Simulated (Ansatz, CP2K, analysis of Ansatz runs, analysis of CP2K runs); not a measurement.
# N3VH centre in diamond: local vibrational mode, LDA (CP2K), part 2 of 2

Subject: N3VH centre in diamond. Wanted: its local vibrational mode, in one set-up (LDA, SR-DZVP, 64-site cell, LDA lattice from Ansatz, k: the zone centre alone, start relaxed with Ansatz). The model is a cell of 64 host atoms with 1 site emptied, N put on another atom's site, N put on another atom's site, N put on another atom's site and H put in between. The frequencies come from force constants among the defect atom and its neighbours, with the masses of the isotopes named. A local or semilocal functional is the cheapest first rung.

CP2K 2026.2; LDA, SR-DZVP, 64-site cell, LDA lattice from Ansatz, k: the zone centre alone, start relaxed with Ansatz.

So far. Step 2 (Relaxation, charge 0): Neighbours of the added atoms: H64: C48 1.08, N41 1.92, N4 1.92 Å.

**3. Atom N4 moved by 0.015 A along x**

Force constants come from the forces after small displacements; symmetry gives the rest. One such run is shown.

This step: CP2K Gaussian and plane waves DFT, LDA, SR-DZVP basis, GTH potentials; single point of a defect supercell.

defect.inp reads:

```
&GLOBAL
  PROJECT defect
  RUN_TYPE ENERGY_FORCE
  PRINT_LEVEL LOW
&END GLOBAL
&FORCE_EVAL
  METHOD QS
  &DFT
    BASIS_SET_FILE_NAME BASIS_MOLOPT
    POTENTIAL_FILE_NAME GTH_POTENTIALS
    &MGRID
      CUTOFF 480
      REL_CUTOFF 60
      NGRIDS 5
    &END MGRID
    &QS
      METHOD GPW
      EPS_DEFAULT 1.0E-11
    &END QS
    &SCF
      SCF_GUESS ATOMIC
      EPS_SCF 1.0E-7
      MAX_SCF 40
      &OT ON
        MINIMIZER DIIS
        PRECONDITIONER FULL_ALL
        ENERGY_GAP 0.001
      &END OT
      &OUTER_SCF ON
        EPS_SCF 1.0E-7
        MAX_SCF 8
      &END OUTER_SCF
    &END SCF
    &XC
      &XC_FUNCTIONAL
        &LDA_X
        &END LDA_X
        &LDA_C_PW
        &END LDA_C_PW
      &END XC_FUNCTIONAL
    &END XC
    &PRINT
      &MULLIKEN ON
        &EACH
          QS_SCF 0
          GEO_OPT 0
          CELL_OPT 0
          MD 0
        &END EACH
        ADD_LAST NUMERIC
      &END MULLIKEN
      &MO_CUBES ON
        NHOMO 8
        NLUMO 5
        WRITE_CUBE F
        &EACH
          QS_SCF 0
          GEO_OPT 0
          CELL_OPT 0
          MD 0
        &END EACH
        ADD_LAST NUMERIC
      &END MO_CUBES
    &END PRINT
  &END DFT
  &SUBSYS
    &CELL
      A 7.0634696215 0.0000000000 0.0000000000
      B 0.0000000000 7.0634696215 0.0000000000
      C 0.0000000000 0.0000000000 7.0634696215
      PERIODIC XYZ
    &END CELL
    &COORD
      C   -0.0091700000 -0.0120880000 1.7678350000
      C   -0.0090340000 1.7633370000 -0.0098050000
[... 1 atom line left out ...]
      N   1.6994710000 1.6815540000 1.6819860000
      C   0.8912350000 0.8882980000 2.6103070000
      C   0.8877080000 2.6097520000 0.8862830000
[... 6 atom lines left out ...]
      C   0.8912440000 2.6843790000 4.4063890000
      C   2.6873260000 0.8883020000 4.4063970000
[... 5 atom lines left out ...]
      C   0.8877150000 4.4084080000 2.6849310000
[... 5 atom lines left out ...]
      N   1.6844990000 3.6127030000 3.6131310000
[... 3 atom lines left out ...]
      C   2.6126970000 4.4084090000 4.4099150000
[... 10 atom lines left out ...]
      N   3.6156470000 1.6815550000 3.6131570000
[... 3 atom lines left out ...]
      C   4.4113480000 2.6097520000 4.4099240000
[... 2 atom lines left out ...]
      C   3.5830820000 3.5801320000 1.7145490000
[... 15 atom lines left out ...]
      H   2.9604830000 2.9574810000 2.3371490000
    &END COORD
    &KIND C
      BASIS_SET DZVP-MOLOPT-SR-GTH-q4
      POTENTIAL GTH-PADE-q4
    &END KIND
    &KIND N
      BASIS_SET DZVP-MOLOPT-SR-GTH-q5
      POTENTIAL GTH-PADE-q5
    &END KIND
    &KIND H
      BASIS_SET DZVP-MOLOPT-SR-GTH-q1
      POTENTIAL GTH-PADE-q1
    &END KIND
    &PRINT
      &ATOMIC_COORDINATES ON
      &END ATOMIC_COORDINATES
      &CELL ON
      &END CELL
    &END PRINT
  &END SUBSYS
  &PRINT
    &FORCES ON
    &END FORCES
  &END PRINT
&END FORCE_EVAL
```

Launch:

```sh
$ OMP_NUM_THREADS=1 cp2k.psmp -i defect.inp -o defect.out
```

Numbers of over 12 decimals in the logs are rounded to 6 here.

Log:

```text
[banner, memory and clock lines left out]
cpgu6la/fd0xp

 CP2K| version string:                                       CP2K version 2026.2
 CP2K| Input file name                                                defect.inp

 GLOBAL| Force Environment number                                              1
 GLOBAL| Basis set file name                                        BASIS_MOLOPT
 GLOBAL| Potential file name                                      GTH_POTENTIALS
 GLOBAL| MM Potential file name                                     MM_POTENTIAL
 GLOBAL| Coordinate file name                                      __STD_INPUT__
 GLOBAL| Method name                                                        CP2K
 GLOBAL| Project name                                                     defect
 GLOBAL| Run type                                                   ENERGY_FORCE
 GLOBAL| FFT library                                                       FFTW3
 GLOBAL| DGEMM library                                                      BLAS
 GLOBAL| Direct generalized diagonalization requested                          F
 GLOBAL| Global print level                                                  LOW
 GLOBAL| Total number of message passing processes                             1
 GLOBAL| Number of threads for this process                                    1
 GLOBAL| CPU model name                                 Intel(R) Xeon(R) 6975P-C

 CELL| Volume [angstrom^3]:                                           352.414886
 CELL| Vector a [angstrom]:       7.063     0.000     0.000   |a| =     7.063470
 CELL| Vector b [angstrom]:       0.000     7.063     0.000   |b| =     7.063470
 CELL| Vector c [angstrom]:       0.000     0.000     7.063   |c| =     7.063470
 CELL| Angle (b,c), alpha [degree]:                                    90.000000
 CELL| Angle (a,c), beta  [degree]:                                    90.000000
 CELL| Angle (a,b), gamma [degree]:                                    90.000000
 CELL| Numerically orthorhombic:                                             YES
 CELL| Periodicity                                                           XYZ

 CELL_REF| Volume [angstrom^3]:                                       352.414886
 CELL_REF| Vector a [angstrom     7.063     0.000     0.000   |a| =     7.063470
 CELL_REF| Vector b [angstrom     0.000     7.063     0.000   |b| =     7.063470
 CELL_REF| Vector c [angstrom     0.000     0.000     7.063   |c| =     7.063470
 CELL_REF| Angle (b,c), alpha [degree]:                                90.000000
 CELL_REF| Angle (a,c), beta  [degree]:                                90.000000
 CELL_REF| Angle (a,b), gamma [degree]:                                90.000000
 CELL_REF| Numerically orthorhombic:                                         YES
 CELL_REF| Periodicity                                                       XYZ

 GENERATE|  Preliminary Number of Bonds generated:                             0
 GENERATE|  Achieved consistency in connectivity generation.

 *******************************************************************************
 *******************************************************************************
 **            Copyright (C) by CP2K developers group (2000-2026)             **
 *******************************************************************************

 TOTAL NUMBERS AND MAXIMUM NUMBERS

  Total number of            - Atomic kinds:                                   3
                             - Atoms:                                         64
                             - Shell sets:                                    64
                             - Shells:                                       318
                             - Primitive Cartesian functions:                320
                             - Cartesian basis functions:                    887
                             - Spherical basis functions:                    824

  Maximum angular momentum of- Orbital basis functions:                        2
                             - Local part of the GTH pseudopotential:          2
                             - Non-local part of the GTH pseudopotential:      0

 MODULE QUICKSTEP: ATOMIC COORDINATES IN ANGSTROM

   Atom Kind Element         X             Y             Z       Z(eff)     Mass
      1    1 C     6     -0.009170     -0.012088      1.767835   4.0000  12.0107
      2    1 C     6     -0.009034      1.763337     -0.009805   4.0000  12.0107
      3    1 C     6      1.766257     -0.011961     -0.009805   4.0000  12.0107
      4    2 N     7      1.699471      1.681554      1.681986   5.0000  14.0067
      5    1 C     6      0.891235      0.888298      2.610307   4.0000  12.0107
      6    1 C     6      0.887708      2.609752      0.886283   4.0000  12.0107
      7    1 C     6      2.612693      0.884780      0.886283   4.0000  12.0107
      8    1 C     6      0.003742      0.000827      5.293890   4.0000  12.0107
      9    1 C     6      0.021800      1.780846      3.513845   4.0000  12.0107
     10    1 C     6      1.783785      0.018859      3.513849   4.0000  12.0107
[...]
60    1 C     6      4.410522      4.407603      6.171637   4.0000  12.0107
[...]
in the iterative subspace
                                         using   7 DIIS vectors
                                         safer DIIS on
  Preconditioner : FULL_ALL            : diagonalization, state selective
  Precond_solver : DEFAULT
  stepsize       :    0.15000000                  energy_gap     :    0.00100000
  eps_taylor     :   0.10000E-15                  max_taylor     :             4
  ----------------------------------- OT ---------------------------------------

  Step     Update method      Time    Convergence         Total energy    Change
[...]
4 OT DIIS     0.15E+00   12.2     0.00000330      -372.9270502529 -6.53E-06
     5 OT DIIS     0.15E+00   10.9     0.00000088      -372.9270502973 -4.44E-08
     6 OT DIIS     0.15E+00   13.9     0.00000035      -372.9270503003 -3.01E-09
     7 OT DIIS     0.15E+00    9.3     0.00000011      -372.9270503008 -4.54E-10
     8 OT DIIS     0.15E+00    9.5     0.00000004      -372.9270503008 -4.76E-11

  *** SCF run converged in     8 steps ***

  Electronic density on regular grids:       -256.0000000000        0.0000000000
  Core density on regular grids:              255.9999999977       -0.0000000023
  Total charge density on r-space grids:       -0.0000000023
  Total charge density g-space grids:          -0.0000000023

  Overlap energy of the core charge distribution:               3.82473e-06
  Self energy of the core charge distribution:               -850.913001
  Core Hamiltonian energy:                                    274.916876
  Hartree energy:                                             317.955402
  Exchange-correlation energy:                               -114.886331

  Total energy:                                              -372.927050

  outer SCF iter =    2 RMS gradient =   0.37E-07 energy =       -372.9270503008
  outer SCF loop converged in   2 iterations or   48 steps

 !-----------------------------------------------------------------------------!
                     Mulliken Population Analysis

 #  Atom  Element  Kind  Atomic population                           Net charge
       1     C        1          4.004924                             -0.004924
       2     C        1          4.004010                             -0.004010
       3     C        1          4.004222                             -0.004222
       4     N        2          5.038770                             -0.038770
       5     C        1          3.982668                              0.017332
       6     C        1          3.979681                              0.020319
       7     C        1          3.982076                              0.017924
       8     C        1          3.999118                              0.000882
       9     C        1          4.012338                             -0.012338
      10     C        1          4.012328                             -0.012328
[...]
60     C        1          3.991645                              0.008355
      61     C        1          3.996720                              0.003280
      62     C        1          3.996716                              0.003284
      63     C        1          3.994444                              0.005556
      64     H        3          0.879546                              0.120454
 # Total charge                            256.000000                  0.000000

 !-----------------------------------------------------------------------------!

  Eigenvalues of the occupied subspace spin            1
      -0.39525519     -0.33529875     -0.33481982     -0.31772016
      -0.30358465     -0.30357070     -0.29444093     -0.25802834
      -0.25783421     -0.23535660     -0.22229217     -0.22223438
      -0.22164894     -0.22076105     -0.22068007     -0.21734969
      -0.21500050     -0.21494218     -0.20198790     -0.17575176
      -0.17544441     -0.17524383     -0.16135953     -0.09331039
      -0.09230426     -0.09200001     -0.08844393     -0.08302047
      -0.08279800     -0.06658292     -0.06618781     -0.05924758
      -0.05147601     -0.04446238     -0.04444405     -0.03965709
      -0.03472530     -0.03448137     -0.03044701     -0.02981556
[...]
0.29851299      0.29855751      0.30261480      0.30263220
       0.30268776      0.30366157      0.30369412      0.30579773
       0.30664978      0.30671081      0.36587832      0.37109208
       0.37119643      0.41650997      0.42722396      0.42773425
 Fermi Energy [eV] :   11.639241

  Using OT eigensolver for additional unoccupied orbitals spin            1
  Lowest Eigenvalues of the unoccupied subspace spin            1
 OT| Eigensolver reached convergence in 203 iterations
       0.57081401      0.57561835      0.57605049      0.58584887
       0.58600310

 HOMO - LUMO gap [eV] :    3.893398

 ENERGY| Total FORCE_EVAL ( QS ) energy [hartree]           -372.927050

 FORCES| Atomic forces [hartree/bohr]
 FORCES|   Atom     x               y               z               |f|
 FORCES|      1  6.69335023E-04  8.45639149E-04 -5.11777988E-04   1.19374690E-03
 FORCES|      2  6.28501937E-04 -4.76542372E-04  8.40591742E-04   1.15269328E-03
 FORCES|      3 -2.02221711E-04 -1.04808469E-04 -8.09613005E-05   2.41729534E-04
 FORCES|      4 -1.21415702E-02  2.07558772E-03  2.34204442E-03   1.25383796E-02
 FORCES|      5  3.35369919E-03  4.44289882E-04 -7.43246815E-04   3.46368411E-03
 FORCES|      6  3.27109169E-03 -7.22030702E-04  3.57650608E-04   3.36886971E-03
 FORCES|      7  2.88041020E-03 -1.60486140E-03 -1.58100086E-03   3.65676179E-03
 FORCES|      8  1.84310504E-05  2.40150930E-05 -2.90029650E-05   4.19237438E-05
 FORCES|      9  3.52860597E-04  3.48239654E-04 -4.88123558E-04   6.95734192E-04
 FORCES|     10 -4.50115187E-04 -3.04553653E-04  2.04944440E-04   5.80825992E-04
[...]
FORCES|     60 -1.59136347E-05  1.57314399E-05  7.95183260E-05   8.26068166E-05
 FORCES|     61  1.47177269E-06 -1.84680831E-05  2.07161942E-05   2.77920296E-05
 FORCES|     62 -1.97317725E-05  3.22581392E-06 -9.46990579E-06   2.21230160E-05
 FORCES|     63  2.77211436E-05  6.24053786E-05 -2.17525291E-05   7.16663492E-05
 FORCES|     64  9.72634218E-05  8.38712314E-05 -7.70988061E-06   1.28662345E-04
 FORCES| Sum    -6.76058431E-06  5.52936679E-04 -1.43806707E-04
 FORCES| Total atomic force                                       5.71371197E-04
```

Elapsed: 8.9 min, on 1 thread of Intel Xeon 6975P-C (Granite Rapids), shared host; peak memory 0.57 GiB.

Numbers from this step:

| Item | Value |
| --- | --- |
| gap at gamma of supercell | 3.893 eV |

**4. Local vibrational modes**

Analysis of the runs above: force constants by central differences of CP2K Gaussian and plane waves DFT, LDA, SR-DZVP basis, GTH potentials forces among the atoms nearest to a defect, the others at rest.

The modes with the largest weight on the probed atoms (the light atom of a pair), for the masses of each isotope. Modes of the displaced atoms (local only where they lie over the host's phonons):

```csv
isotopes,mode (cm⁻¹),share of the defect atoms
H,3172,0.927
H,1350,0.822
H,1350,0.822
```

**5. Outcome**

```json
{
  "distance from the defect atom to its nearest neighbour": "1.078 Å",
  "C-H stretch, 1H": "3172 cm⁻¹",
  "C-H bend, 1H": "1350 cm⁻¹"
}
```

C-H stretch, 1H: computed 3172 cm⁻¹, measured 3107 cm⁻¹; 65 cm⁻¹ (2 %) above the measurement. C-H bend, 1H: computed 1350 cm⁻¹, measured 1405 cm⁻¹; 55 cm⁻¹ (4 %) below the measurement. The computed value is harmonic, while the measured line is the anharmonic fundamental, which for X–H stretches usually lies a few per cent lower. Only the named neighbours move, so modes near the host's band are approximate. Limits: the zone centre alone is a coarse sampling for this cell; the periodic copies of the defect are only 7.1 Å apart.

[Logs are printed without paths, hosts, clocks, repeated set-up lines and the standing remarks that a program may print on its own settings, such as how far it seeks lower states.]

[Hosts, paths, dates, database ids (printed as entryN), source tags and the programs' standing remarks are cut or masked in the printed files.]

[For some hosts the program warned that the k-mesh of the response run may be too coarse for force constants and the static dielectric constant; such warnings are not shown here.]
